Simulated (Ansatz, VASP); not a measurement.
# KTaO3: VASP beside Ansatz

POSCAR

```
KTaO3
1.0
    3.9901311030      0.0000000000      0.0000000000
    0.0000000000      3.9901311030      0.0000000000
    0.0000000000      0.0000000000      3.9901311030
K Ta O
1 1 3
Direct
    0.0000000000      0.0000000000      0.0000000000
    0.5000000000      0.5000000000      0.5000000000
    0.5000000000      0.5000000000      0.0000000000
    0.5000000000      0.0000000000      0.5000000000
    0.0000000000      0.5000000000      0.5000000000
```

Contents of INCAR.step1:

```
PREC = Accurate
ENCUT = 520
EDIFF = 1E-5
ISMEAR = 0
SIGMA = 0.01
LREAL = F
LASPH = T
NELM = 80
ALGO = Normal
ISIF = 2
LWAVE = T
NBANDS = 27
GGA = PE
```

Contents of INCAR.step2:

```
PREC = Accurate
ENCUT = 520
EDIFF = 1E-6
ISMEAR = 0
SIGMA = 0.01
LREAL = F
LASPH = T
NELM = 80
ALGO = Normal
ISIF = 2
LWAVE = F
LCHARG = T
GGA = PE
LHFCALC = T
HFSCREEN = 0.2079
PRECFOCK = Fast
LELF = T
LVHAR = T
NBANDS = 27
ISTART = 1
```

KPOINTS

```
regular mesh
0
Gamma
  4 4 4
```

Input for Ansatz:

```yaml
crystal:
  lattice:
    - [3.990131103, 0.0, 0.0]
    - [0.0, 3.990131103, 0.0]
    - [0.0, 0.0, 3.990131103]
  atoms:
    - { symbol: K, position: [0.0, 0.0, 0.0] }
    - { symbol: Ta, position: [0.5, 0.5, 0.5] }
    - { symbol: O, position: [0.5, 0.5, 0.0] }
    - { symbol: O, position: [0.5, 0.0, 0.5] }
    - { symbol: O, position: [0.0, 0.5, 0.5] }
kpoints:
  mp_grid: { grid: [4, 4, 4] }
  band_path:
    path: [[0.0, 0.0, 0.0], [0.0, 0.5, 0.0], [0.5, 0.5, 0.0], [0.5, 0.5, 0.5]]
    npoints: 1
hamiltonian:
  xc: hse06
scf:
  occupations: { method: fixed }
  n_extra_bands: 5
output:
  forces: true
  stress: true
  eigenvalues: true
```

The cell was built by a generator and needn't be a form met in nature.

Alike in both runs: task single point; functional HSE06; k mesh 4 × 4 × 4; no spin polarisation.

|  | VASP | Ansatz |
| --- | --- | --- |
| version | VASP 6.6.1 | Ansatz 0.2.0 |
| potentials or method | VASP PAW PBE potentials, release 64 (K_sv, Ta_pv, O) | plane waves, PAW |
| plane-wave cutoff (eV) | 520 | 420 |
| occupations | gaussian, width 0.01 eV | fixed |
| valence electrons in the cell | 38 | 40 |

Ansatz gave:

- gap on the k mesh at the Fermi level (eV): 3.56
- pressure (GPa): -0.6

Q: Estimate VASP's values.

A: gap on the k mesh at the Fermi level (eV): 3.48; pressure (GPa): -0.3.

The two sets of potentials don't hold the same shells in valence. Ansatz warned: «stress_exchange_threshold_loose».

Caveats: the PAW data sets were made with another functional, which shifts forces and pressure a little (VASP); spin-orbit coupling is left out, which moves the levels of the heavy elements. A k mesh can miss the band edges.
